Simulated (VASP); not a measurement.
**MgS in VASP: one cell, several levels of theory**

Aim: gap, levels, forces and stress of rocksalt MgS, under -5.0 % equal strain in all directions at fixed geometry. Runs: PBE, r2SCAN. The results are then set beside those of Ansatz 0.2.0 for the same cell.

Program: VASP 6.6.1. PAW datasets, plane waves. The values are computed, spin-unpolarised, and not measurements.

## (1) The structure to begin with

The cell comes from an earlier relaxation with r2SCAN in another program.

Space group Fm-3m (No. 225), cubic; a = 4.943 Å in the conventional setting, 15.10 Å³ an atom. Near Mg stand 6 S at 2.47 Å; near S stand 6 Mg at 2.47 Å.

Coordinates:

```cif
data_structure
_symmetry_space_group_name_H-M 'Fm-3m'
_symmetry_Int_Tables_number 225
_cell_length_a 4.9429
_cell_length_b 4.9429
_cell_length_c 4.9429
_cell_angle_alpha 90.000
_cell_angle_beta 90.000
_cell_angle_gamma 90.000
_cell_volume 120.77
loop_
_atom_site_label
_atom_site_type_symbol
_atom_site_symmetry_multiplicity
_atom_site_Wyckoff_symbol
_atom_site_fract_x
_atom_site_fract_y
_atom_site_fract_z
_atom_site_occupancy
Mg1 Mg 4 a 0.00000 0.00000 0.00000 1
S1 S 4 b 0.50000 0.00000 0.00000 1
```

## (2) PBE

Input file INCAR:

```
ENCUT = 520.000000
SIGMA = 0.020000
EDIFF = 1.00e-07
GGA = PE
PREC = Accurate
IBRION = -1
ISIF = 2
ISMEAR = -1
NBANDS = 11
NELM = 120
NSW = 0
LASPH = .TRUE.
LCHARG = .TRUE.
LELF = .TRUE.
LWAVE = .FALSE.
LREAL = .FALSE.
```

Input file KPOINTS:

```
KPOINTS created by Atomic Simulation Environment
0
Gamma
8 8 8
0 0 0
```

Input file KPOINTS_OPT:

```
special points
7
Reciprocal
0.0000000000 0.0000000000 0.0000000000 1
0.5000000000 0.0000000000 0.5000000000 1
0.6250000000 0.2500000000 0.6250000000 1
0.3750000000 0.3750000000 0.7500000000 1
0.5000000000 0.5000000000 0.5000000000 1
0.5000000000 0.2500000000 0.7500000000 1
0.0000000000 0.5000000000 0.5000000000 1
```

Input file POSCAR:

```
Mg S
 1.0000000000000000
     0.0000000000000000    2.4714420401999999    2.4714420401999999
     2.4714420401999999    0.0000000000000000    2.4714420401999999
     2.4714420401999999    2.4714420401999999    0.0000000000000000
 Mg  S
   1   1
Cartesian
  0.0000000000000000  0.0000000000000000  0.0000000000000000
  2.4714420401999999  2.4714420401999999  2.4714420401999999
```

Potentials: the recommended PBE PAW datasets, 8 valence electrons in the neutral cell.

Run with:

```
$ mpirun -np 1 vasp_std
```

Printed to the terminal (iteration lines stand in OSZICAR):

```text
POSCAR found type information on POSCAR MgS
 POSCAR found :  2 types and       2 ions
 LDA part: xc-table for (Slater+PW92), standard interpolation
 POSCAR, INCAR and KPOINTS ok, starting setup
 FFT: planning ... GRIDC
 FFT: planning ... GRID_SOFT
 FFT: planning ... GRID
 WAVECAR not read
 entering main loop
 Start KPOINTS_OPT (optional k-point list driver)
k-point batch [1-7\7]
```

OSZICAR:

```text
N       E                     dE             d eps       ncg     rms          rms(c)
DAV:   1     0.211903001227E+02    0.21190E+02   -0.37916E+03   662   0.608E+02
DAV:   2    -0.752605802859E+01   -0.28716E+02   -0.27757E+02   821   0.102E+02
DAV:   3    -0.860349200007E+01   -0.10774E+01   -0.10761E+01   818   0.207E+01
DAV:   4    -0.860895701249E+01   -0.54650E-02   -0.54648E-02   768   0.173E+00
DAV:   5    -0.860899581237E+01   -0.38800E-04   -0.38800E-04   774   0.138E-01    0.523E+00
DAV:   6    -0.828678008744E+01    0.32222E+00   -0.61249E-01   701   0.331E+00    0.413E+00
DAV:   7    -0.824623243401E+01    0.40548E-01   -0.22003E-01   749   0.213E+00    0.257E+00
DAV:   8    -0.824677222855E+01   -0.53979E-03   -0.11340E-02   701   0.648E-01    0.105E+00
DAV:   9    -0.824661966207E+01    0.15257E-03   -0.52492E-04   722   0.143E-01    0.313E-01
DAV:  10    -0.824663217825E+01   -0.12516E-04   -0.11421E-04   756   0.513E-02    0.233E-02
DAV:  11    -0.824663054933E+01    0.16289E-05   -0.14149E-05   737   0.179E-02    0.141E-02
DAV:  12    -0.824663049936E+01    0.49968E-07   -0.41130E-07   786   0.410E-03
   1 F= -.82466305E+01 E0= -.82466305E+01  d E =-.694729E-12
       N       E                     dE             ncg
DAV:   1     0.634023038591E+03   -0.17486E+04      154
DAV:   2     0.431992031865E+03   -0.20203E+03      202
DAV:   3     0.424101435001E+03   -0.78906E+01      200
DAV:   4     0.424062166913E+03   -0.39268E-01      203
DAV:   5     0.424061908395E+03   -0.25852E-03      208
DAV:   6     0.424061905681E+03   -0.27145E-05      216
DAV:   7     0.424061905652E+03   -0.28528E-07      192
```

The lines after F= are the extra pass for the points of KPOINTS_OPT, at fixed density; their E is not a total energy.

OUTCAR, selected sections:

```text
k-points           NKPTS =     29   k-points in BZ     NKDIM =     29   number of bands    NBANDS=     11

   NELECT =       8.0000    total number of electrons

   dimension x,y,z NGX =    28 NGY =   28 NGZ =   28
   dimension x,y,z NGXF=    56 NGYF=   56 NGZF=   56

  energy-cutoff  :      520.00
  volume of cell :       30.19
      direct lattice vectors                 reciprocal lattice vectors
     0.000000000  2.471442040  2.471442040    -0.202311036  0.202311036  0.202311036
     2.471442040  0.000000000  2.471442040     0.202311036 -0.202311036  0.202311036
     2.471442040  2.471442040  0.000000000     0.202311036  0.202311036 -0.202311036

 k-points in reciprocal lattice and weights: KPOINTS created by Atomic Simulation Env
   0.00000000  0.00000000  0.00000000       0.002
   0.12500000  0.00000000  0.00000000       0.016
   0.25000000  0.00000000  0.00000000       0.016
   0.37500000  0.00000000  0.00000000       0.016
   0.50000000  0.00000000  0.00000000       0.008
   0.12500000  0.12500000  0.00000000       0.012
   0.25000000  0.12500000  0.00000000       0.047
   0.37500000  0.12500000  0.00000000       0.047
[... 21 more k-points ...]

 E-fermi :   5.6802

 k-point     1 :       0.0000    0.0000    0.0000
  band No.  band energies     occupation
      1      -8.4211      2.00000
      2       5.2239      2.00000
      3       5.2239      2.00000
      4       5.2239      2.00000
      5      10.2778      0.00000
      6      13.0243      0.00000
      7      13.0243      0.00000
      8      13.0243      0.00000
      9      15.7082      0.00000
     10      15.7082      0.00000
     11      18.0860      0.00000

 k-point     2 :       0.1250    0.0000    0.0000
  band No.  band energies     occupation
      1      -8.2307      2.00000
      2       4.0634      2.00000
      3       5.0842      2.00000
      4       5.0842      2.00000
      5      10.9368      0.00000
      6      12.9153      0.00000
      7      13.3486      0.00000
      8      13.3486      0.00000
      9      15.1805      0.00000
     10      15.1805      0.00000
     11      18.9967      0.00000

 k-point     3 :       0.2500    0.0000    0.0000
  band No.  band energies     occupation
      1      -7.7054      2.00000
      2       2.0041      2.00000
      3       4.7858      2.00000
      4       4.7858      2.00000
      5      10.6663      0.00000
      6      13.1637      0.00000
      7      13.1637      0.00000
      8      14.5494      0.00000
      9      15.7730      0.00000
     10      15.7730      0.00000
     11      18.2111      0.00000

 k-point     4 :       0.3750    0.0000    0.0000
  band No.  band energies     occupation
      1      -7.0348      2.00000
      2       0.2434      2.00000
      3       4.5288      2.00000
      4       4.5288      2.00000
      5      10.1544      0.00000
      6      12.5280      0.00000
      7      12.5280      0.00000
      8      16.7508      0.00000
      9      17.5698      0.00000
     10      17.9356      0.00000
     11      17.9356      0.00000

 k-point     5 :       0.5000    0.0000    0.0000
  band No.  band energies     occupation
      1      -6.6821      2.00000
      2      -0.4921      2.00000
      3       4.4316      2.00000
      4       4.4316      2.00000
      5       9.9716      0.00000
      6      12.2810      0.00000
      7      12.2810      0.00000
      8      16.9798      0.00000
      9      18.4122      0.00000
     10      20.2163      0.00000
     11      20.2163      0.00000

 k-point     6 :       0.1250    0.1250    0.0000
  band No.  band energies     occupation
      1      -8.1680      2.00000
      2       4.1477      2.00000
      3       4.8060      2.00000
      4       4.8060      2.00000
      5      11.4054      0.00000
      6      11.9620      0.00000
      7      13.8883      0.00000
      8      13.8883      0.00000
      9      14.0868      0.00000
     10      15.9996      0.00000
     11      19.8936      0.00000

 k-point     7 :       0.2500    0.1250    0.0000
  band No.  band energies     occupation
      1      -7.7555      2.00000
      2       2.6032      2.00000
      3       4.4434      2.00000
      4       4.5033      2.00000
      5      11.2563      0.00000
      6      12.3671      0.00000
      7      12.9977      0.00000
      8      14.2343      0.00000
      9      15.5561      0.00000
     10      16.5482      0.00000
     11      19.7352      0.00000

 k-point     8 :       0.3750    0.1250    0.0000
  band No.  band energies     occupation
      1      -7.1233      2.00000
      2       0.8534      2.00000
      3       4.0470      2.00000
      4       4.2082      2.00000
      5      10.7682      0.00000
      6      12.1673      0.00000
      7      13.5339      0.00000
      8      14.1644      0.00000
      9      17.8225      0.00000
     10      18.5457      0.00000
     11      19.0748      0.00000

 k-point     9 :       0.5000    0.1250    0.0000
  band No.  band energies     occupation
      1      -6.6257      2.00000
      2      -0.2124      2.00000
      3       3.6615      2.00000
      4       4.1959      2.00000
      5      10.6235      0.00000
      6      11.8476      0.00000
      7      12.9392      0.00000
      8      16.3153      0.00000
      9      18.3847      0.00000
     10      20.0334      0.00000
     11      20.2148      0.00000

 k-point    10 :      -0.3750    0.1250    0.0000
  band No.  band energies     occupation
      1      -6.7443      2.00000
      2       0.0284      2.00000
      3       3.5179      2.00000
      4       4.4069      2.00000
      5      10.8463      0.00000
      6      12.0009      0.00000
      7      12.7794      0.00000
      8      16.3718      0.00000
      9      17.6176      0.00000
     10      18.6577      0.00000
     11      21.0959      0.00000

 k-point    11 :      -0.2500    0.1250    0.0000
  band No.  band energies     occupation
      1      -7.3449      2.00000
      2       1.3981      2.00000
      3       3.6999      2.00000
      4       4.7559      2.00000
      5      11.3434      0.00000
      6      12.6104      0.00000
      7      13.1256      0.00000
      8      14.2799      0.00000
      9      15.2810      0.00000
     10      18.7625      0.00000
     11      19.3188      0.00000

[... the tables of k-points 12 to 29 left out ...]

  Total        3.2677002      3.2677002      3.2677002      0.0000000      0.0000000      0.0000000
  in kB      173.4089455    173.4089455    173.4089455      0.0000000      0.0000000      0.0000000
  external PRESSURE =     173.4089455 kB  Pullay stress =       0.0000000 kB

 POSITION                                       TOTAL-FORCE (eV/Angst)
 -----------------------------------------------------------------------------------
      0.00000      0.00000      0.00000        -0.000000     -0.000000      0.000000
      2.47144      2.47144      2.47144         0.000000      0.000000     -0.000000
 -----------------------------------------------------------------------------------
    total drift:                                0.000000      0.000000      0.000000

  FREE ENERGIE OF THE ION-ELECTRON SYSTEM (eV)
  ---------------------------------------------------
  free  energy   TOTEN  =        -8.2466304994 eV

  energy  without entropy=       -8.2466304994  energy(sigma->0) =       -8.24663050
```

Hardware: 1 MPI rank of Intel Xeon Platinum 8488C, shared host.

The levels at the points of KPOINTS_OPT are read from vasprun.xml.

Band energies at the special points (eV, zero at the top of v, the last band that the electrons fill by count):

```csv
point,v−1,v,c,c+1
Γ,0.00,0.00,5.05,7.80
X,-2.06,-2.06,3.09,3.85
U,-3.83,-1.70,4.05,6.91
K,-3.83,-1.70,4.05,6.91
L,-0.79,-0.79,4.75,7.06
W,-3.95,-2.83,5.85,8.14
```

PBE gives an indirect gap of 3.09 eV, from Γ to X; the least direct gap is 5.05 eV. Pressure: 17.34 GPa; the forces vanish within 0.01 eV/Å.

The maps below are laid out on this run's own conventional cell (a, b, c = 4.943, 4.943, 4.943 Å).

Density in a lattice plane of the grid's cell (edges 4.94 and 4.94 Å, at 0.000 of the third edge), which holds Mg and S.

Ten even steps from ' ' (-0.34 e/Å³) to '@' (1.15 e/Å³):
```
::::::::----==++##@@@@**==**@@@@##++==----::::::
::::::::::----==**%%@@@@@@@@@@%%**==----::::::::
::::::::::----==++**##%%@@%%##**++==----::::::::
----------------====++******++====--------------
======--------------==========--------------====
****++====------------------------------====++**
@@%%##**++==----::::::::::::::::::----==++**##%%
@@@@@@%%**==----::::::::::::::::::----==**%%@@@@
==**@@@@##++==----::::::::::::::----==++##@@@@**
  --%%@@%%**==----::::::::::::::----==**%%@@%%--
==**@@@@##++==----::::::::::::::----==++##@@@@**
@@@@@@%%**==----::::::::::::::::::----==**%%@@@@
@@%%##**++==----::::::::::::::::::----==++**##%%
****++====------------------------------====++**
======--------------==========--------------====
----------------====++******++====--------------
::::::::::----==++**##%%@@%%##**++==----::::::::
::::::::::----==**%%@@@@@@@@@@%%**==----::::::::
::::::::----==++##@@@@**==**@@@@##++==----::::::
::::::::----==**%%@@%%--  --%%@@%%**==----::::::
```
Columns run along the first of these edges and rows up along the second, over one cell in 24 and 20 even steps from the bottom left corner. Atoms in the plane (fractional): Mg at (0.00, 0.00), Mg at (0.50, 0.50), S at (0.00, 0.50), S at (0.50, 0.00).

ELF in the same plane.

Ten even steps from ' ' (0.00) to '@' (0.87):
```
      ..==##%%@@@@@@%%++==++%%@@@@@@%%##==..    
        ::++##@@@@@@@@%%%%%%@@@@@@@@##++::      
----......::++##@@@@@@@@@@@@@@@@%%##++::......--
####++--::..::==##%%@@@@@@@@@@%%##==::..::--++##
@@@@%%**==::..::==**%%@@@@@@%%**==::..::==**%%@@
@@@@@@%%##==::..::--++######++--::..::==##%%@@@@
@@@@@@@@@@##++::......------......::++##%%@@@@@@
%%%%@@@@@@@@##++::              ::++##@@@@@@@@%%
==++%%@@@@@@%%##==..          ..==##%%@@@@@@%%++
..--##@@@@@@@@%%++..          ..++%%@@@@@@@@##--
==++%%@@@@@@%%##==..          ..==##%%@@@@@@%%++
%%%%@@@@@@@@##++::              ::++##@@@@@@@@%%
@@@@@@@@%%##++::......------......::++##@@@@@@@@
@@@@@@%%##==::..::--++######++--::..::==##%%@@@@
@@@@%%**==::..::==**%%@@@@@@%%**==::..::==**%%@@
####++--::..::==##%%@@@@@@@@@@%%##==::..::--++##
----......::++##%%@@@@@@@@@@@@@@@@##++::......--
        ::++##@@@@@@@@%%%%%%@@@@@@@@##++::      
      ..==##%%@@@@@@%%++==++%%@@@@@@%%##==..    
      ..++%%@@@@@@@@##--..--##@@@@@@@@%%++..    
```
Columns run along the first of these edges and rows up along the second, over one cell in 24 and 20 even steps from the bottom left corner. Atoms in the plane (fractional): Mg at (0.00, 0.00), Mg at (0.50, 0.50), S at (0.00, 0.50), S at (0.50, 0.00).

Both are smooth fields of the valence electrons: close to the nuclei they are not physical.

Maxima of ELF outside the ion cores: 0.87 in the shell around S, 1.0 Å from S.

[end of part 1 of 2]
